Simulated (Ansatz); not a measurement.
What does this script print? It uses Ansatz 0.2.0 through its Python package.

Script `li2o.py`:
```python
"""Wannier functions of the anion p bands of Li2O."""

from pathlib import Path

import ansatz as az
import tomllib

config = {
    "xc": "r2scan",
    "mesh": (8, 8, 8),
    "occupations": "fixed",
}

crystal = (
    az.Lattice.fcc(4.61)
    .space_group(225)
    .atom("Li", [0.25, 0.75, 0.75])
    .atom("O", [0.0, 0.0, 0.0])
    .primitive()
)

model = (
    crystal.calculation()
    .functional(config["xc"])
    .kpoints(*config["mesh"])
    .occupations(config["occupations"])
    .wannier(mesh=(6, 6, 6), projections=[az.TrialShell("O", "p")], minimise=True)
)
outcome = model.run(runs_dir="w90")
spreads = tomllib.loads(Path(outcome.output_folder, "results", "wannier.spreads.toml").read_text())
print("converged:", spreads["converged"], "in", spreads["n_iter"], "steps; least projectability", round(spreads["least_projectability"], 3))
print("invariant, diagonal, off-diagonal spread (A^2):", *(round(spreads[k], 4) for k in ("omega_i_ang2", "omega_d_ang2", "omega_od_ang2")))
for function in spreads["wannier"]:
    print("centre", [round(v, 3) for v in function["r"]], "spread", round(function["spread"], 4))
```

```console
$ python li2o.py
DeckWarning: basis.ecutwfc = 500 eV, auto-derived from the records' recommended cutoffs: set by Li (their level for a meta-GGA)
converged: True in 30 steps; least projectability 0.919
invariant, diagonal, off-diagonal spread (A^2): 2.6776 0.0 0.0201
centre [0.0, -0.0, -0.0] spread 0.8992
centre [0.0, -0.0, -0.0] spread 0.8992
centre [-0.0, -0.0, -0.0] spread 0.8992
```
(Warnings from the package without file and line.)

The structure is a deposited one; some such entries were measured under pressure or heat, so a shift against it needn't be the functional's error alone. Timing: 2.2 s on 1 thread of Arm Neoverse V2, with other jobs on the host, peak memory 0.35 GiB.
